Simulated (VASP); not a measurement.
# TiO2 (Anatase) (I4_1/amd) in VASP: further runs

Runs on TiO2 (Anatase). Level: PBE. Tasks: single point.

Everything below comes from runs of VASP 6.6.1. Logs are shortened: lines on timing, memory, paths and dates and some standing lists are left out, and cuts for length are marked.

## Step 1: The crystal as given

The structure is tetragonal, space group I4_1/amd (No. 141). Conventional cell: a = 3.784 Å, b = 3.784 Å, c = 9.515 Å, α = 90.00°, β = 90.00°, γ = 90.00°. Ti (site symmetry -4m2) is surrounded by 6 O at 1.93 to 1.98 Å. Around O (site symmetry 2mm) lie 3 Ti at 1.93 to 1.98 Å.

## Step 2: Single point, PBE

File INCAR:

```
  ADDGRID = F
  ALGO = Normal
  EDIFF = 1E-7
  ENCUT = 520
  GGA = PE
  ISIF = 2
  ISMEAR = 0
  LASPH = T
  LCHARG = F
  LREAL = F
  LWAVE = F
  NELM = 100
  PREC = Accurate
  SIGMA = 0.05
```

File KPOINTS:

```
k-points
0
Gamma
  5 5 5
```

File POSCAR:

```
TiO2
1.0
   -1.8921000000      1.8921000000      4.7573000000
    1.8921000000     -1.8921000000      4.7573000000
    1.8921000000      1.8921000000     -4.7573000000
Ti O
2 4
Direct
    0.7500000000      0.2500000000      0.5000000000
    0.0000000000      0.0000000000      0.0000000000
    0.7919000000      0.7919000000      0.0000000000
    0.5419000000      0.0419000000      0.5000000000
    0.9581000000      0.4581000000      0.5000000000
    0.2081000000      0.2081000000      0.0000000000
```

Potentials or basis: VASP PAW PBE potentials, release 64 (Ti, O).

Launch:

```console
$ cat potpaw_PBE.64/Ti/POTCAR potpaw_PBE.64/O/POTCAR > POTCAR
$ mpirun -np 1 vasp_std > vasp.out
```

OUTCAR:

```text
EDIFF = 1E-7
   ENCUT = 520
   GGA = PE
   ISIF = 2
   ISMEAR = 0
   LASPH = T
   LREAL = F
   NELM = 100
   PREC = Accurate

 Found     18 irreducible k-points:

 Following reciprocal coordinates:
            Coordinates               Weight
  0.000000  0.000000  0.000000      1.000000
  0.200000 -0.000000  0.000000      8.000000
  0.400000  0.000000  0.000000      8.000000
  0.200000  0.200000  0.000000      8.000000
  0.400000  0.200000  0.000000     16.000000
 -0.400000  0.200000 -0.000000     16.000000
   k-points           NKPTS =     18   k-points in BZ     NKDIM =     18   number of bands    NBANDS=     20
   number of dos      NEDOS =    301   number of ions     NIONS =      6
   total plane-waves  NPLWV =  74088
   dimension x,y,z NGX =    42 NGY =   42 NGZ =   42
   dimension x,y,z NGXF=    84 NGYF=   84 NGZF=   84
   ions per type =               2   4
   NGX,Y,Z   is equivalent  to a cutoff of  12.79, 12.79, 12.79 a.u.
   NGXF,Y,Z  is equivalent  to a cutoff of  25.58, 25.58, 25.58 a.u.
 SYSTEM =  unknown system
   PREC   = accura    normal or accurate (medium, high low for compatibility)
   ISTART =      0    job   : 0-new  1-cont  2-samecut
   ICHARG =      2    charge: 1-file 2-atom 10-const
   ISPIN  =      1    spin polarized calculation?
   LNONCOLLINEAR =      F non collinear calculations
   LSORBIT =      F    spin-orbit coupling
   LASPH  =      T    aspherical Exc in radial PAW
   ENCUT  =  520.0 eV  38.22 Ry    6.18 a.u.  10.15 10.15 10.15*2*pi/ulx,y,z
   NELM   =    100;   NELMIN=  2; NELMDL= -5     # of ELM steps
   EDIFF  = 0.1E-06   stopping-criterion for ELM
   LREAL  =      F    real-space projection
   EDIFFG = 0.1E-05   stopping-criterion for IOM
   NSW    =      0    number of steps for IOM
   IBRION =     -1    ionic relax: 0-MD 1-quasi-New 2-CG
   NFREE  =      0    steps in history (QN), initial steepest desc. (CG)
   ISIF   =      2    stress and relaxation
   ISYM   =      2    0-nonsym 1-usesym 2-fastsym
   POTIM  = 0.5000    time-step for ionic-motion
   TEBEG  =    0.0;   TEEND  =   0.0 temperature during run
   PSTRESS=    0.0 pullay stress
   NELECT =      32.0000    total number of electrons
   NUPDOWN=      -1.0000    fix difference up-down
   EMIN   =  10.00;   EMAX   =-10.00  energy-range for DOS
[... 5 lines left out ...]
     AMIX     =   0.40;   BMIX     =  1.00
     AMIX_MAG =   1.60;   BMIX_MAG =  1.00
  volume/ion in A,a.u.               =      11.35        76.62
  Fermi-wavevector in a.u.,A,eV,Ry     =   1.272590  2.404847 22.034444  1.619486
  Thomas-Fermi vector in A             =   2.405460
   LORBIT       =      0    0 simple, 1 ext, 2 COOP (PROOUT), +10 PAW based schemes
   GGA     = PE    functional components
   LHFCALC =     F    Hartree Fock is set to
   AEXX    =    0.0000 exact exchange contribution
   IVDW    =     0    specifies the selected vdW correction
   LEPSILON=     F    determine dielectric tensor
   LRPA    =     F    only Hartree local field effects (RPA)
 non-spin polarized calculation
 Gauss-broadening in eV      SIGMA  =   0.05
  energy-cutoff  :      520.00
  volume of cell :       68.13
 maximum number of plane-waves:      1849
 NGX is ok and might be reduce to    42
   NGX = 21   NGY = 21   NGZ = 21

 number of electron      31.9999990 magnetization

 Free energy of the ion-electron system (eV)
  ---------------------------------------------------
  ext. energy  EPLUGINS =         0.00000000
  ---------------------------------------------------
  free energy    TOTEN  =       -52.91329854 eV

  energy without entropy =      -52.91329854  energy(sigma->0) =      -52.91329854

 E-fermi :   0.9127     XC(G=0): -10.5258

 val. band max:        0.6912026547   @ k =  -0.4000   0.4000   0.0000
 cond. band min:       2.6436542471   @ k =   0.0000   0.0000   0.0000
 fundamental gap:      1.9524515924
 Fermi energy:         0.9126922140

 k-point     1 :       0.0000    0.0000    0.0000
  band No.  band energies     occupation
      1     -16.9980      2.00000
      2     -15.9503      2.00000
      3     -15.9380      2.00000
      4     -15.4716      2.00000
      5      -3.2703      2.00000
      6      -3.1543      2.00000
[... 12 lines left out ...]
     19       4.4746      0.00000
     20       4.4803      0.00000

 k-point     2 :       0.2000   -0.0000    0.0000
  band No.  band energies     occupation
      1     -16.8202      2.00000
      2     -15.8999      2.00000
      3     -15.8534      2.00000
      4     -15.4615      2.00000
      5      -3.6518      2.00000
      6      -3.2631      2.00000
[... 12 lines left out ...]
     19       3.8749      0.00000
     20       4.1447      0.00000

 k-point     3 :       0.4000    0.0000    0.0000
  band No.  band energies     occupation
      1     -16.5293      2.00000
      2     -15.7489      2.00000
      3     -15.7161      2.00000
      4     -15.4953      2.00000
      5      -3.9402      2.00000
      6      -3.2177      2.00000
[... 12 lines left out ...]
     19       4.0806      0.00000
     20       4.1362      0.00000

 k-point     4 :       0.2000    0.2000    0.0000
  band No.  band energies     occupation
      1     -16.5894      2.00000
      2     -15.8901      2.00000
      3     -15.7615      2.00000
      4     -15.4710      2.00000
      5      -3.7405      2.00000
      6      -3.5500      2.00000
[... 12 lines left out ...]
     19       3.7685      0.00000
     20       4.1305      0.00000

 k-point     5 :       0.4000    0.2000    0.0000
  band No.  band energies     occupation
      1     -16.2871      2.00000
      2     -15.7401      2.00000
      3     -15.6324      2.00000
      4     -15.4906      2.00000
      5      -3.9695      2.00000
      6      -3.6116      2.00000
[... 12 lines left out ...]
     19       4.1057      0.00000
     20       4.2063      0.00000

 k-point     6 :      -0.4000    0.2000   -0.0000
  band No.  band energies     occupation
      1     -16.3622      2.00000
      2     -15.6855      2.00000
      3     -15.6439      2.00000
      4     -15.4483      2.00000
      5      -3.9182      2.00000
      6      -3.5852      2.00000
[... 12 lines left out ...]
     19       4.0909      0.00000
     20       4.2701      0.00000

 [... further k-points ...]
[... 5 lines left out ...]
  --------------------------------------------------------------------------------------
  -------------------------------------------------------------------------------------
  Total        3.5553468      3.5553468      3.7481826      0.0000000      0.0000000      0.0000000
  in kB       83.6149348     83.6149348     88.1500626      0.0000000      0.0000000      0.0000000
  external PRESSURE =      85.1266441 kB  Pullay stress =       0.0000000 kB

 VOLUME and BASIS-vectors are now :
 -----------------------------------------------------------------------------
  energy-cutoff  :      520.00
  volume of cell :       68.13
      direct lattice vectors                 reciprocal lattice vectors
    -1.892100000  1.892100000  4.757300000     0.000000000  0.264256646  0.105101633
     1.892100000 -1.892100000  4.757300000     0.264256646  0.000000000  0.105101633
     1.892100000  1.892100000 -4.757300000     0.264256646  0.264256646  0.000000000

 POSITION                                       TOTAL-FORCE (eV/Angst)
 -----------------------------------------------------------------------------------
      0.00000      1.89210      2.37865         0.000000      0.000000     -0.000000
      0.00000      0.00000      0.00000         0.000000      0.000000     -0.000000
      0.00000      0.00000      7.53461        -0.000000     -0.000000     -0.162760
      0.00000      1.89210      0.39866        -0.000000     -0.000000     -0.162760
      0.00000      1.89210      4.35864        -0.000000     -0.000000      0.162760
      0.00000      0.00000      1.97999         0.000000      0.000000      0.162760
 -----------------------------------------------------------------------------------
    total drift:                                0.000000      0.000000      0.000000

  FREE ENERGIE OF THE ION-ELECTRON SYSTEM (eV)
  ---------------------------------------------------
  free  energy   TOTEN  =       -52.9132985428 eV

  energy  without entropy=      -52.9132985428  energy(sigma->0) =      -52.91329854
```

Run time: 42 s. Hardware: 1 thread of Intel Xeon Platinum 8488C (Sapphire Rapids), shared host; peak memory 0.26 GiB.

The run converged, but some of its settings lie outside the range that counts as converged, so its numbers aren't taken as properties of the crystal.

Results:

| Quantity | Value |
| --- | --- |
| Free energy | -52.9133 eV |
| Pressure | 8.5 GPa |
| Largest force | 0.163 eV/Å |
| Band gap on the k mesh | 1.95 eV, indirect (least direct gap 2.27 eV) |

Caveat: the k mesh is coarse (spacing up to 0.47 Å⁻¹), so the values aren't converged; an odd mesh through Γ misses points on the zone boundary, where band edges often lie.

## Step 3: Single point, PBE

Edit INCAR of step 2 so:

```diff
@@ -3,3 +3,3 @@
   EDIFF = 1E-7
-  ENCUT = 520
+  ENCUT = 650
   GGA = PE
```

KPOINTS is that of step 2.

POSCAR is that of step 2.

Potentials or basis: VASP PAW PBE potentials, release 64 (Ti, O).

Launch:

```console
$ cat potpaw_PBE.64/Ti/POTCAR potpaw_PBE.64/O/POTCAR > POTCAR
$ mpirun -np 1 vasp_std > vasp.out
```

Wall time 54 s (1 thread of Intel Xeon Platinum 8488C (Sapphire Rapids), shared host); peak memory 0.32 GiB.

These settings aren't checked as converged: the numbers below hold their error.

What came out:

```
Free energy            : -52.9309 eV
Pressure               : 8.2 GPa
Largest force          : 0.160 eV/Å
Band gap on the k mesh : 1.95 eV, indirect (least direct gap 2.28 eV)
```

Caveat: the k mesh is coarse (spacing up to 0.47 Å⁻¹), so the values aren't converged; an odd mesh through Γ misses points on the zone boundary, where band edges often lie.

## Step 4: Single point, PBE

Edit INCAR of step 3 so:

```diff
@@ -3,3 +3,3 @@
   EDIFF = 1E-7
-  ENCUT = 650
+  ENCUT = 340
   GGA = PE
```

File KPOINTS:

```
k-points
0
Gamma
  7 7 7
```

POSCAR is that of step 3.

Launch:

```console
$ cat potpaw_PBE.64/Ti/POTCAR potpaw_PBE.64/O/POTCAR > POTCAR
$ mpirun -np 1 vasp_std > vasp.out
```

Wall time 35 s (1 thread of Intel Xeon Platinum 8488C (Sapphire Rapids), shared host); peak memory 0.2 GiB.

The run converged, but a check on its numbers failed (symmetry, net force, bounds or a known fault of this set-up), so they aren't taken as properties of the crystal.

Caveat: the cutoff lies under the usual one of these potentials, so the numbers hold a large basis-set error; an odd mesh through Γ misses points on the zone boundary, where band edges often lie.

## Step 5: Single point, PBE

Edit INCAR of step 4 so:

```diff
@@ -3,3 +3,3 @@
   EDIFF = 1E-7
-  ENCUT = 340
+  ENCUT = 900
   GGA = PE
```

File KPOINTS:

```
k-points
0
Gamma
  5 5 5
```

POSCAR is that of step 4.

Potentials or basis: VASP PAW PBE potentials, release 64 (Ti, O).

Launch:

```console
$ cat potpaw_PBE.64/Ti/POTCAR potpaw_PBE.64/O/POTCAR > POTCAR
$ mpirun -np 1 vasp_std > vasp.out
```

OUTCAR:

```text
EDIFF = 1E-7
   ENCUT = 900
   GGA = PE
   ISIF = 2
   ISMEAR = 0
   LASPH = T
   LREAL = F
   NELM = 100
   PREC = Accurate

 Found     18 irreducible k-points:

 Following reciprocal coordinates:
            Coordinates               Weight
  0.000000  0.000000  0.000000      1.000000
  0.200000 -0.000000  0.000000      8.000000
  0.400000  0.000000  0.000000      8.000000
  0.200000  0.200000  0.000000      8.000000
  0.400000  0.200000  0.000000     16.000000
 -0.400000  0.200000 -0.000000     16.000000
   k-points           NKPTS =     18   k-points in BZ     NKDIM =     18   number of bands    NBANDS=     20
   number of dos      NEDOS =    301   number of ions     NIONS =      6
   total plane-waves  NPLWV = 157464
   dimension x,y,z NGX =    54 NGY =   54 NGZ =   54
   dimension x,y,z NGXF=   108 NGYF=  108 NGZF=  108
   ions per type =               2   4
   NGX,Y,Z   is equivalent  to a cutoff of  16.45, 16.45, 16.45 a.u.
   NGXF,Y,Z  is equivalent  to a cutoff of  32.89, 32.89, 32.89 a.u.
 SYSTEM =  unknown system
   PREC   = accura    normal or accurate (medium, high low for compatibility)
   ISTART =      0    job   : 0-new  1-cont  2-samecut
   ICHARG =      2    charge: 1-file 2-atom 10-const
   ISPIN  =      1    spin polarized calculation?
[... 61 lines left out ...]

 k-point     1 :       0.0000    0.0000    0.0000
  band No.  band energies     occupation
      1     -16.9989      2.00000
      2     -15.9514      2.00000
      3     -15.9390      2.00000
      4     -15.4727      2.00000
      5      -3.2751      2.00000
      6      -3.1589      2.00000
[... 127 lines left out ...]
     19       4.0867      0.00000
     20       4.2658      0.00000

 [... further k-points ...]

------------------------ aborting loop because EDIFF is reached ----------------------------------------

  FORCE on cell =-STRESS in cart. coord.  units (eV):
  Direction    XX          YY          ZZ          XY          YZ          ZX
  --------------------------------------------------------------------------------------
  -------------------------------------------------------------------------------------
  Total        3.5839263      3.5839263      3.7716080      0.0000000      0.0000000      0.0000000
  in kB       84.2870689     84.2870689     88.7009813      0.0000000      0.0000000      0.0000000
  external PRESSURE =      85.7583730 kB  Pullay stress =       0.0000000 kB

 VOLUME and BASIS-vectors are now :
 -----------------------------------------------------------------------------
  energy-cutoff  :      900.00
  volume of cell :       68.13
      direct lattice vectors                 reciprocal lattice vectors
    -1.892100000  1.892100000  4.757300000     0.000000000  0.264256646  0.105101633
     1.892100000 -1.892100000  4.757300000     0.264256646  0.000000000  0.105101633
     1.892100000  1.892100000 -4.757300000     0.264256646  0.264256646  0.000000000

 POSITION                                       TOTAL-FORCE (eV/Angst)
 -----------------------------------------------------------------------------------
      0.00000      1.89210      2.37865        -0.000000     -0.000000      0.000000
      0.00000      0.00000      0.00000        -0.000000     -0.000000      0.000000
      0.00000      0.00000      7.53461        -0.000000      0.000000     -0.159252
      0.00000      1.89210      0.39866         0.000000     -0.000000     -0.159252
      0.00000      1.89210      4.35864         0.000000     -0.000000      0.159252
      0.00000      0.00000      1.97999        -0.000000      0.000000      0.159252
 -----------------------------------------------------------------------------------
    total drift:                               -0.000000      0.000000     -0.000000

  FREE ENERGIE OF THE ION-ELECTRON SYSTEM (eV)
  ---------------------------------------------------
  free  energy   TOTEN  =       -52.9424094706 eV

  energy  without entropy=      -52.9424094706  energy(sigma->0) =      -52.94240947
```

OSZICAR:

```text
N       E                     dE             d eps       ncg     rms          rms(c)
DAV:   1     0.454821110383E+03    0.45482E+03   -0.20073E+04   720   0.240E+03
DAV:   2     0.282041556568E+02   -0.42662E+03   -0.41220E+03   908   0.430E+02
DAV:   3    -0.664455641515E+02   -0.94650E+02   -0.92279E+02  1008   0.214E+02
DAV:   4    -0.705615411083E+02   -0.41160E+01   -0.40968E+01   864   0.495E+01
DAV:   5    -0.706782569015E+02   -0.11672E+00   -0.11666E+00   924   0.883E+00    0.442E+01
DAV:   6    -0.541177308637E+02    0.16561E+02   -0.11783E+02  1040   0.761E+01    0.146E+01
DAV:   7    -0.534038174521E+02    0.71391E+00   -0.17929E+01  1084   0.355E+01    0.132E+01
DAV:   8    -0.533266993972E+02    0.77118E-01   -0.80736E+00   884   0.248E+01    0.759E+00
DAV:   9    -0.529373079958E+02    0.38939E+00   -0.25433E+00   884   0.144E+01    0.439E-01
DAV:  10    -0.529426269997E+02   -0.53190E-02   -0.64307E-02   876   0.169E+00    0.326E-01
DAV:  11    -0.529481939327E+02   -0.55669E-02   -0.55887E-02   848   0.157E+00    0.613E-01
DAV:  12    -0.529423633058E+02    0.58306E-02   -0.39801E-02  1108   0.156E+00    0.546E-02
DAV:  13    -0.529424459547E+02   -0.82649E-04   -0.10866E-03   856   0.273E-01    0.597E-02
DAV:  14    -0.529424097550E+02    0.36200E-04   -0.19844E-04   992   0.118E-01    0.706E-03
DAV:  15    -0.529424094167E+02    0.33831E-06   -0.76982E-06   848   0.212E-02    0.354E-03
DAV:  16    -0.529424094297E+02   -0.12982E-07   -0.12431E-06   848   0.823E-03    0.831E-04
DAV:  17    -0.529424094706E+02   -0.40937E-07   -0.33166E-08   448   0.141E-03
   1 F= -.52942409E+02 E0= -.52942409E+02  d E =-.433302E-11
```

Wall time 92 s (1 thread of Intel Xeon Platinum 8488C (Sapphire Rapids), shared host); peak memory 0.39 GiB.

The run converged, but some of its settings lie outside the range that counts as converged, so its numbers aren't taken as properties of the crystal.

What came out:

```yaml
Free_energy: -52.9424 eV
Pressure: 8.6 GPa
Largest_force: 0.159 eV/Å
Band_gap_on_the_k_mesh: 1.95 eV, indirect (least direct gap 2.28 eV)
```

Caveat: the k mesh is coarse (spacing up to 0.47 Å⁻¹), so the values aren't converged; an odd mesh through Γ misses points on the zone boundary, where band edges often lie.

## Step 6: The reference run

An earlier run on the cell as given: functional PBEsol; potentials or basis VASP PAW PBE potentials, release 64 (Ti_sv, O); cutoff 520 eV; k mesh 10 × 10 × 10; occupations fermi-dirac, width 0.05 eV; no spin polarisation.

* Pressure: -0.4 GPa
* Largest force: 0.012 eV/Å
* Band gap on the k mesh: 2.06 eV, indirect (least direct gap 2.40 eV)
